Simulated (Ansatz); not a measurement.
Crystal: Si.

```xyz
2
Lattice="-2.3714 2.3714 1.3293 2.3714 -2.3714 1.3293 2.3714 2.3714 -1.3293" Properties=species:S:1:pos:R:3 pbc="T T T"
Si    0.0000    0.0000    1.3293
Si    2.3714    0.0000    0.6646
```

This isn't the form of Si at room conditions, which is diamond.

A run of Ansatz 0.2.0 on this cell left the log below. Logs are shortened: lines on timing, memory, paths and dates and some standing lists are left out, and cuts for length are marked.

```text
Warning: RAYON_NUM_THREADS=2 ignored (pool sized by the plan → 2); use --threads N
scf.n_extra_bands = 6 over 4 filled bands (N_el = 8.0): the run solves 10 bands
Engine: ansatz 0.2.0, x86_64-unknown-linux-gnu
Pseudopotentials: kind: paw
Pseudopotential: Si, paw, valence charge 4, recommended cutoff 500 eV (meta_gga), Si.paw.azcp
Functional definition: r2SCAN
  parameter k0 = 0.174
  parameter k1 = 0.065
  parameter a1 = 4.9479
  exchange = r2scan_x(k0 = k0, k1 = k1, a1 = a1)
  correlation = r2scan_c
Crystal: 2 atoms, lattice volume = 29.900 Å³
Basis set: ecut = 500 eV, 765 PW (Γ), exchange–correlation on 108×108×108 points (64 copies of the dense FFT grid, shifted against one another)
Bands: 10, of which v1, the nominal top of the filled ones, is band 4 counted from 1 (3 counted from 0)
Symmetry: 16 space group operations
Space group: I41/amd (ITA 141), of the structure as read, at distance tolerance 3.1e-5 Å
k-points: 126 of 1331
Non-local potential: Si, projectors of the file, l = 0: 2, l = 1: 2, l = 2: 2
PAW form: soft (Blöchl's): semilocal exchange-correlation on the pseudo side does not see the compensation charge
PAW frozen core: Si, regenerated for the run's functional (the file was generated under x = pbe(κ = 0.804, μ = 0.2195149727645171), c = pbe(β = 0.06672455060314922))
PAW one-centre angular grid: Si, 302 points (default); XC on 160 Gauss nodes
Initial density: superposition of atomic densities (neutral atoms: chi_scale 0, normalization atom), corrected by the library's trained network
Initial wavefunctions: pseudopotential atomic-orbital guess
Functional: x = r2scan, c = r2scan; τ floored in thin density (d = 2e-4 eV/Å³)
SCF iter   1: F=—  HF=-1277.219674 eV  |F-HF|=—  |Δ(HF+E_count)|=         —  Δρ=4.32e-3  dr2=3.77e-3  dr2_τ=1.06e-2  ethr=1.77e-3  ⟨swp⟩=5.5  Hψ=9587  notcnv=0  defer=10
preconditioner: auto → none  [metal: Δε(μ)=0.034 eV  Ē_g=12.780 eV  σ=0.050 eV  W_gap=0.17  n_scr=4 (ndim 8)  ℏωp=19.2 eV  f_vac=0.000  D(μ)=0.80/eV (n_scr^D=4)  sad-step TF]
SCF iter   2: F=—  HF=-1277.265023 eV  |F-HF|=—  |Δ(HF+E_count)|=   4.53e-2  Δρ=3.30e-3  dr2=2.01e-3  dr2_τ=9.42e-6  ethr=4.72e-5  ⟨swp⟩=2.0  Hψ=3377  notcnv=0  defer=153
SCF iter   3: F=—  HF=-1277.266305 eV  |F-HF|=—  |Δ(HF+E_count)|=   1.28e-3  Δρ=4.66e-4  dr2=6.79e-5  dr2_τ=3.22e-6  ethr=2.52e-5  ⟨swp⟩=2.0  Hψ=2211  notcnv=0  defer=153
SCF iter   4: F=—  HF=-1277.266349 eV  |F-HF|=—  |Δ(HF+E_count)|=   4.34e-5  Δρ=3.05e-4  dr2=2.23e-5  dr2_τ=2.61e-7  ethr=8.49e-7  ⟨swp⟩=2.0  Hψ=1563  notcnv=0  defer=153
SCF iter   5: F=—  HF=-1277.266384 eV  |F-HF|=—  |Δ(HF+E_count)|=   3.54e-5  Δρ=3.80e-5  dr2=3.00e-7  dr2_τ=4.83e-9  ethr=2.79e-7  ⟨swp⟩=2.0  Hψ=1615  notcnv=0  defer=153
SCF iter   6: F=-1277.266385 eV  HF=-1277.266385 eV  |F-HF|=2.08e-9  |Δ(HF+E_count)|=   7.28e-7  Δρ=1.85e-6  dr2=5.32e-10  dr2_τ=6.62e-12  ethr=1.25e-9  ⟨swp⟩=12.2  Hψ=8770  notcnv=0
SCF 1 converged in 6 iterations: F = -1277.266385 eV  dr2 = 5.32e-10
  greatest PAW one-centre occupation: 0.662 electrons in one spin orbital (limit 2), on the Si atom at site 1 (counted from 0), in its partial waves of l = 0
NSCF: frozen V_eff on 128 k-points
SCF converged after 6 iterations
Free energy (F): -1277.266385 eV
Harris-Foulkes:  -1277.266385 eV  (|F-HF|=2.08e-9)
Internal energy: -1277.259684 eV  (E = F + TS)
E sigma→0 (E₀):  -1277.263034 eV
Entropy (-TS):   -0.006701 eV (-3.350 meV/atom)
Fermi energy:    9.977468 eV
--- Per-component energies (eV) ---
  E_band       = 33.223638
  E_kinetic    = 83.063492
  E_local      = -1.787327  (includes V_loc(G=0)·N_el)
  E_nonlocal   = 49.245221
  E_hartree    = 2.369005
  E_xc         = -104.299921
  E_vxc        = -101.830132  (∫ρ·V_xc dr)
  E_paw        = -1038.424564  (= ΣΔE_a)
  E_vpaw       = -4.430858  (= ΣTr[D̂ρ^β])
  E_aug_tail   = 0.000010  (compensation charges beyond the density's cutoff)
  E_vtau       = 4.225173  (kinetic-family band-sum trace: ∫τ·v_τ [+ j·A + Jᵃ·Aᵃ] dr)
  E_ewald      = -267.272733
  E_core_change = -0.152866  (= ΣΔE_core)
  E_smearing   = -0.006701  (= −TS)
  E_closure    = 0.000000  (closes the sum)
  Σ components = -1277.266385   (vs F -1277.266385, Δ=0.00e0)
--- Forces (eV/Å), atoms counted from 1 ---
  atom   1  Si     0.00000000     0.00000000     0.00000000
  atom   2  Si     0.00000000     0.00000000     0.00000000
  max |Σ_I F_I| component: 2.78e-17 eV/Å
--- Stress (GPa, compression-positive) ---
        2.927428       0.000000      -0.000000
        0.000000       2.927428      -0.000000
        0.000000       0.000000       1.483411
  P = ⅓ Tr σ = 2.4461 GPa (24.461 kbar)
--- Band table (eV; the first three rows and the last of 126) ---
  k-point 0: bands = ["-4.7155", "7.2845", "7.2845", "8.2786", "11.8031", "17.8692", "19.6551", "19.6551", "19.7263", "20.7523"]
  k-point 1: bands = ["-4.6037", "5.8653", "7.3856", "9.2559", "12.5218", "16.7971", "18.9857", "19.5947", "20.2157", "20.7855"]
  k-point 2: bands = ["-4.2690", "4.0140", "7.6887", "10.0489", "14.3921", "15.1766", "17.6758", "19.2961", "19.9497", "20.6357"]
  k-point 125: bands = ["0.6408", "1.3106", "2.7718", "3.4337", "15.8601", "15.8800", "23.3815", "23.9022", "24.7494", "25.0586"]
```

Task: Write the input and the command behind it.

Result: Band structure with r2SCAN, no spin polarisation. The files as run (others can give the same):

input.yaml
```yaml
crystal:
  lattice:
    - [-2.3713723045, 2.3713723045, 1.3292653899]
    - [2.3713723045, -2.3713723045, 1.3292653899]
    - [2.3713723045, 2.3713723045, -1.3292653899]
  atoms:
    - { symbol: Si, position: [0.5, 0.5, 0.0] }
    - { symbol: Si, position: [0.25, 0.75, 0.5] }
hamiltonian:
  xc: r2scan
  pseudopotentials: { kind: paw }
kpoints:
  mp_grid: { grid: [11, 11, 11] }
  band_path:
    path:
      - [[0.0, 0.0, 0.0], [0.0, 0.0, 0.5], [-0.5, 0.5, 0.5], [0.0, 0.0, 0.0], [0.3285532063, 0.3285532063, -0.3285532063], [0.25, 0.25, 0.25], [0.0, 0.5, 0.0], [-0.3285532063, 0.6714467937, 0.3285532063], [-0.5, 0.5, 0.5]]
      - [[0.0, 0.0, 0.5], [0.25, 0.25, 0.25]]
    npoints: 14
scf:
  occupations: { method: fermi_dirac, width: 0.05 }
  n_extra_bands: 6
output:
  forces: true
  stress: true
  eigenvalues: true
  fatbands: false
  write_density: true
  write_potential: true
  elf: true
  volumetric_format: npy
```

Potentials or basis: Ansatz PAW.
Launch:
```console
$ ansatz run input.yaml --threads 2 --pin off --max-ram 5632MiB --backend cpu --events-out ev --progress --plain --runs-dir out
```

Caveat: the PAW data sets come from PBE, with cores solved anew for the run's functional, which leaves a small shift of forces and pressure.
